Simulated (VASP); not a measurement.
# Sb (R-3m) in VASP: further runs, part 2 of 2

VASP 6.6.1. Earlier steps stand in the parts before.

### Step 4. Single point, PBE+D3(BJ)

Input file INCAR:

```
ALGO = Fast
EDIFF = 1E-7
ENCUT = 450
GGA = PE
ISIF = 2
ISMEAR = 0
IVDW = 12
LASPH = T
LCHARG = F
LREAL = F
LWAVE = F
NELM = 60
PREC = Accurate
SIGMA = 0.02
```

Input file KPOINTS:

```
k-points
0
Gamma
  6 6 6
```

Input file POSCAR:

```
Sb
1.0
    2.1542000000      1.2437279500      3.7580000000
   -2.1542000000      1.2437279500      3.7580000000
    0.0000000000     -2.4874559000      3.7580000000
Sb
2
Direct
    0.2334900000      0.2334900000      0.2334900000
    0.7665100000      0.7665100000      0.7665100000
```

Potentials or basis: VASP PAW PBE potentials, release 64 (Sb).

Run with:

```bash
$ cat potpaw_PBE.64/Sb/POTCAR > POTCAR
$ mpirun -np 1 vasp_std > vasp.out
```

OUTCAR:

```text
EDIFF = 1E-7
   ENCUT = 450
   GGA = PE
   ISIF = 2
   ISMEAR = 0
   IVDW = 12
   LASPH = T
   LREAL = F
   NELM = 60
   PREC = Accurate
 IVDW          = 12

 ion  position               nearest neighbor table
   1  0.233  0.233  0.233-   2 2.91   2 2.91   2 2.91   2 3.35   2 3.35   2 3.35
   2  0.767  0.767  0.767-   1 2.91   1 2.91   1 2.91   1 3.35   1 3.35   1 3.35

  LATTYP: Found a trigonal (rhomboedric) cell.
 ALAT       =     4.5066618304
 COS(alpha) =     0.5430253623

  Lattice vectors:

 A1 = (   2.1542000000,   1.2437279500,   3.7580000000)
 A2 = (  -2.1542000000,   1.2437279500,   3.7580000000)
 A3 = (   0.0000000000,  -2.4874559000,   3.7580000000)

Analysis of symmetry for initial positions (statically):
=====================================================================
 Subroutine PRICEL returns:
 Original cell was already a primitive cell.

 Routine SETGRP: Setting up the symmetry group for a
 trigonal (rhombohedral) supercell.

 Subroutine GETGRP returns: Found 12 space group operations
 (whereof 12 operations were pure point group operations)
 out of a pool of 12 trial point group operations.

The static configuration has the point symmetry D_3d.

Analysis of symmetry for dynamics (positions and initial velocities):
=====================================================================
 Subroutine PRICEL returns:
 Original cell was already a primitive cell.

 Routine SETGRP: Setting up the symmetry group for a
 trigonal (rhombohedral) supercell.

 Subroutine GETGRP returns: Found 12 space group operations
 (whereof 12 operations were pure point group operations)
 out of a pool of 12 trial point group operations.

The dynamic configuration has the point symmetry D_3d.

 Subroutine INISYM returns: Found 12 space group operations
 (whereof 12 operations are pure point group operations),
 and found     1 'primitive' translations

----------------------------------------------------------------------------------------

                                     Primitive cell

  volume of cell :      60.4115

  direct lattice vectors                    reciprocal lattice vectors
     2.154200000  1.243727950  3.758000000     0.232104726  0.134005726  0.088699663
    -2.154200000  1.243727950  3.758000000    -0.232104726  0.134005726  0.088699663
     0.000000000 -2.487455900  3.758000000     0.000000000 -0.268011452  0.088699663

  length of vectors
     4.506661830  4.506661830  4.506661830     0.282307932  0.282307932  0.282307932

  position of ions in fractional coordinates (direct lattice)
     0.233490000  0.233490000  0.233490000
     0.766510000  0.766510000  0.766510000

  ion indices of the primitive-cell ions
   primitive index   ion index
                 1           1
                 2           2

----------------------------------------------------------------------------------------

 KPOINTS: k-points

Automatic generation of k-mesh.
 Grid dimensions read from file:
 generate k-points for:    6    6    6

 Generating k-lattice:

  Cartesian coordinates                     Fractional coordinates (reciprocal lattice)
     0.038684121  0.022334288  0.014783277     0.166666667 -0.000000000  0.000000000
    -0.038684121  0.022334288  0.014783277    -0.000000000  0.166666667  0.000000000
[... 39 lines left out ...]
 [... further k-points ...]
   k-points           NKPTS =     32   k-points in BZ     NKDIM =     32   number of bands    NBANDS=      9
   number of dos      NEDOS =    301   number of ions     NIONS =      2
   total plane-waves  NPLWV =  32768
   dimension x,y,z NGX =    32 NGY =   32 NGZ =   32
   dimension x,y,z NGXF=    64 NGYF=   64 NGZF=   64
   ions per type =               2
   NGX,Y,Z   is equivalent  to a cutoff of  11.80, 11.80, 11.80 a.u.
   NGXF,Y,Z  is equivalent  to a cutoff of  23.61, 23.61, 23.61 a.u.
 SYSTEM =  unknown system
   PREC   = accura    normal or accurate (medium, high low for compatibility)
   ISTART =      0    job   : 0-new  1-cont  2-samecut
   ICHARG =      2    charge: 1-file 2-atom 10-const
   ISPIN  =      1    spin polarized calculation?
   LNONCOLLINEAR =      F non collinear calculations
   LSORBIT =      F    spin-orbit coupling
   LASPH  =      T    aspherical Exc in radial PAW
   ENCUT  =  450.0 eV  33.07 Ry    5.75 a.u.   7.80  7.80  7.80*2*pi/ulx,y,z
   NELM   =     60;   NELMIN=  2; NELMDL= -5     # of ELM steps
   EDIFF  = 0.1E-06   stopping-criterion for ELM
   LREAL  =      F    real-space projection
   EDIFFG = 0.1E-05   stopping-criterion for IOM
   NSW    =      0    number of steps for IOM
   IBRION =     -1    ionic relax: 0-MD 1-quasi-New 2-CG
   NFREE  =      0    steps in history (QN), initial steepest desc. (CG)
   ISIF   =      2    stress and relaxation
   ISYM   =      2    0-nonsym 1-usesym 2-fastsym
   POTIM  = 0.5000    time-step for ionic-motion
   TEBEG  =    0.0;   TEEND  =   0.0 temperature during run
   PSTRESS=    0.0 pullay stress
   NELECT =      10.0000    total number of electrons
   NUPDOWN=      -1.0000    fix difference up-down
   EMIN   =  10.00;   EMAX   =-10.00  energy-range for DOS
   EFERMI =   0.00;   METHOD = LEGACY
   ISMEAR =     0;   SIGMA  =   0.02  broadening in eV -4-tet -1-fermi 0-gaus
   EFERMI_NEDOS =   21; number of points for ismear=-14 and -15
   IALGO  =     68    algorithm
   IMIX   =      4    mixing-type and parameters
     AMIX     =   0.40;   BMIX     =  1.00
     AMIX_MAG =   1.60;   BMIX_MAG =  1.00
  volume/ion in A,a.u.               =      30.21       203.84
  Fermi-wavevector in a.u.,A,eV,Ry     =   0.898880  1.698637 10.993305  0.807985
  Thomas-Fermi vector in A             =   2.021644
   LORBIT       =      0    0 simple, 1 ext, 2 COOP (PROOUT), +10 PAW based schemes
   GGA     = PE    functional components
   LHFCALC =     F    Hartree Fock is set to
   AEXX    =    0.0000 exact exchange contribution
   IVDW    =    12    specifies the selected vdW correction
   LEPSILON=     F    determine dielectric tensor
   LRPA    =     F    only Hartree local field effects (RPA)
 non-spin polarized calculation
 RMM-DIIS sequential band-by-band and
 Gauss-broadening in eV      SIGMA  =   0.02
  energy-cutoff  :      450.00
  volume of cell :       60.41
 maximum number of plane-waves:      1334
   NGX = 15   NGY = 15   NGZ = 15

 number of electron      10.0000000 magnetization

 number of electron       9.9999999 magnetization

 Free energy of the ion-electron system (eV)
  ---------------------------------------------------
  ext. energy  EPLUGINS =         0.00000000
  ---------------------------------------------------
  free energy    TOTEN  =        -8.26760780 eV

  energy without entropy =       -8.26729436  energy(sigma->0) =       -8.26745108

 E-fermi :   7.3507     XC(G=0):  -9.5311

 val. band max:        7.0817156971   @ k =   0.5000   0.0000   0.0000
 cond. band min:       7.3507440278   @ k =   0.3333   0.1667   0.1667
 fundamental gap:      0.2690283307
 Fermi energy:         7.3507440211

 k-point     1 :       0.0000    0.0000    0.0000
  band No.  band energies     occupation
      1      -5.4362      2.00000
      2       2.4905      2.00000
      3       5.2193      2.00000
      4       5.4866      2.00000
      5       5.4866      2.00000
      6       9.3552      0.00000
      7       9.9834      0.00000
      8       9.9834      0.00000
      9      12.3686      0.00000
[... 265 lines left out ...]
 k-point    24 :      -0.3333    0.5000    0.1667
  band No.  band energies     occupation
      1      -2.7778      2.00000
      2      -1.4049      2.00000
      3       1.9744      2.00000
      4       2.8653      2.00000
      5       5.4463      2.00000
      6       9.2224      0.00000
      7      10.5675      0.00000
      8      12.9455      0.00000
      9      13.2296      0.00000

 [... further k-points ...]

------------------------ aborting loop because EDIFF is reached ----------------------------------------

 Edisp (eV)   -0.94507

 E8    (eV) :    -0.4410

  FORCE on cell =-STRESS in cart. coord.  units (eV):
  Direction    XX          YY          ZZ          XY          YZ          ZX
  --------------------------------------------------------------------------------------
  -------------------------------------------------------------------------------------
  Total       0.14674     0.14674     0.00041     0.00000     0.00000     0.00000
  in kB       3.89166     3.89166     0.01075     0.00000     0.00000     0.00000
  external pressure =        2.60 kB  Pullay stress =        0.00 kB

 VOLUME and BASIS-vectors are now :
 -----------------------------------------------------------------------------
  energy-cutoff  :      450.00
  volume of cell :       60.41
      direct lattice vectors                 reciprocal lattice vectors
     2.154200000  1.243727950  3.758000000     0.232104726  0.134005726  0.088699663
    -2.154200000  1.243727950  3.758000000    -0.232104726  0.134005726  0.088699663
     0.000000000 -2.487455900  3.758000000     0.000000000 -0.268011452  0.088699663

 POSITION                                       TOTAL-FORCE (eV/Angst)
 -----------------------------------------------------------------------------------
      0.00000      0.00000      2.63237         0.000000      0.000000      0.104256
      0.00000      0.00000      8.64163         0.000000     -0.000000     -0.104256
 -----------------------------------------------------------------------------------
    total drift:                               -0.000000      0.000000      0.000000

  FREE ENERGIE OF THE ION-ELECTRON SYSTEM (eV)
  ---------------------------------------------------
  free  energy   TOTEN  =        -9.2126816548 eV

  energy  without entropy=       -9.2123682154  energy(sigma->0) =       -9.21252494
```

OSZICAR:

```text
N       E                     dE             d eps       ncg     rms          rms(c)
DAV:   1     0.356249774077E+02    0.35625E+02   -0.35256E+03   576   0.793E+02
DAV:   2    -0.666643608411E+01   -0.42291E+02   -0.41248E+02   789   0.118E+02
DAV:   3    -0.825616057232E+01   -0.15897E+01   -0.15773E+01   732   0.285E+01
DAV:   4    -0.826935566879E+01   -0.13195E-01   -0.13194E-01   693   0.292E+00
DAV:   5    -0.826947556308E+01   -0.11989E-03   -0.11989E-03   674   0.295E-01    0.302E+00
RMM:   6    -0.826810772119E+01    0.13678E-02   -0.19256E-03   585   0.419E-01    0.182E+00
RMM:   7    -0.826739921026E+01    0.70851E-03   -0.60836E-03   600   0.728E-01    0.757E-02
RMM:   8    -0.826757739499E+01   -0.17818E-03   -0.55636E-04   631   0.247E-01    0.187E-02
RMM:   9    -0.826760437957E+01   -0.26985E-04   -0.11300E-04   655   0.109E-01    0.659E-03
RMM:  10    -0.826760690865E+01   -0.25291E-05   -0.27215E-05   665   0.527E-02    0.382E-03
RMM:  11    -0.826760753696E+01   -0.62831E-06   -0.41046E-06   667   0.206E-02    0.776E-04
RMM:  12    -0.826760781884E+01   -0.28188E-06   -0.12546E-06   594   0.108E-02    0.530E-04
RMM:  13    -0.826760779978E+01    0.19057E-07   -0.24067E-07   420   0.462E-03
   1 F= -.92126817E+01 E0= -.92125249E+01  d E =-.313439E-03
```

Run time: 8 s. Hardware: 1 thread of AMD EPYC 9R45 (Zen 5), shared host; peak memory 0.15 GiB.

Results:

```
Free energy                : -9.2127 eV
Pressure                   : 0.3 GPa
Largest force              : 0.104 eV/Å
Band gap on the k mesh     : none (metal or under the smearing width)
Dispersion energy per atom : -0.473 eV
```

Forces on the atoms (eV/Å):
```
Sb   0.000  0.000  0.104
Sb   0.000  0.000 -0.104
```

Levels at points of the mesh, in eV from the Fermi level:
```
           k point  band 1  band 2  band 3  band 4  band 5  band 6  band 7  band 8  band 9
(0.00, 0.00, 0.00)  -12.79   -4.86   -2.13   -1.86   -1.86    2.00    2.63    2.63    5.02
(0.50, 0.00, 0.00)  -10.43   -9.70   -2.01   -1.89   -0.35   -0.27    0.13    0.44    7.50
(0.50, 0.50, 0.00)  -10.42   -8.06   -5.50   -3.82   -3.73    1.46    4.88    5.46    6.88
(0.50, 0.50, 0.50)  -11.25   -9.04   -1.38   -1.38   -0.54    0.07    0.07    1.06    6.93
```

Caveat: pairwise dispersion overbinds metals, which lowers pressure and volume.

### Step 5. Summary

| cutoff (eV) | gap on the mesh (eV) | pressure (GPa) | largest force (eV/Å) |
| --- | --- | --- | --- |
| 350 | none | 0.3 | 0.10 |
| 400 | none | 0.3 | 0.10 |
| 450 | none | 0.3 | 0.10 |

Alike in all rows: task single point; level PBE+D3(BJ); potentials or basis VASP PAW PBE potentials, release 64 (Sb); no spin polarisation; cell as given; k mesh 6 × 6 × 6; smearing gaussian 0.02 eV.

Every run on the cell as given and a fine mesh finds a metal.

Caveats: pairwise dispersion overbinds metals, which lowers pressure and volume.

Absolute energies hang on the potentials; compare differences alone.
